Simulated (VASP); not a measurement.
Write the native input for VASP 6.6.1 that does the following.

* Task: single point
* Functional: PBE
* Dispersion: D3(BJ)
* Potentials or basis: VASP PAW PBE potentials, release 64 (Te, Mo_sv)
* Cutoff: 520 eV
* k mesh: 9 × 9 × 2
* Occupations: gaussian, width 0.02 eV
* Spin: no spin polarisation
* Dipole correction: no
* Further INCAR settings: ALGO = Fast; EDIFF = 1e-06; NBANDS = 35

The structure of Te2Mo lies in POSCAR:

```
Te2Mo
1.0
    3.4966719776      0.0000000000      0.0000000000
   -1.7483359888      3.0282067613      0.0000000000
    0.0000000000      0.0000000000     13.7051192426
Te Mo
4 2
Direct
    0.3333333333      0.6666666667      0.1174268768
    0.6666666667      0.3333333333      0.6173931118
    0.6666666667      0.3333333333      0.8825731232
    0.3333333333      0.6666666667      0.3826068882
    0.3333333333      0.6666666667      0.7499829024
    0.6666666667      0.3333333333      0.2500170976
```

The cell is a database's computed one.

One way to write it, as run:

INCAR

```
ALGO = Fast
EDIFF = 1E-6
ENCUT = 520
GGA = PE
ISIF = 2
ISMEAR = 0
IVDW = 12
LASPH = T
LCHARG = F
LREAL = F
LWAVE = F
NBANDS = 35
NELM = 100
PREC = Accurate
SIGMA = 0.02
```

KPOINTS

```
k-points
0
Gamma
  9 9 2
```

Potentials or basis: VASP PAW PBE potentials, release 64 (Te, Mo_sv).

Command:

```bash
$ cat potpaw_PBE.64/Te/POTCAR potpaw_PBE.64/Mo_sv/POTCAR > POTCAR
$ mpirun -np 1 vasp_std > vasp.out
```

Results of the run:

| Item | Value |
| --- | --- |
| Pressure | 0.0 GPa |
| Largest force | 0.016 eV/Å |
| Band gap on the k mesh | 0.67 eV, indirect (least direct gap 1.04 eV) |
| Dispersion energy per atom | -0.554 eV |

Caveat: spin-orbit coupling is left out, which moves the levels of the heavy elements; an odd mesh through Γ misses points on the zone boundary, where band edges often lie.

Run time: 73 s on 1 thread of Intel(R) Xeon(R) 6975P-C (Granite Rapids), on a shared host, peak memory 0.34 GiB.
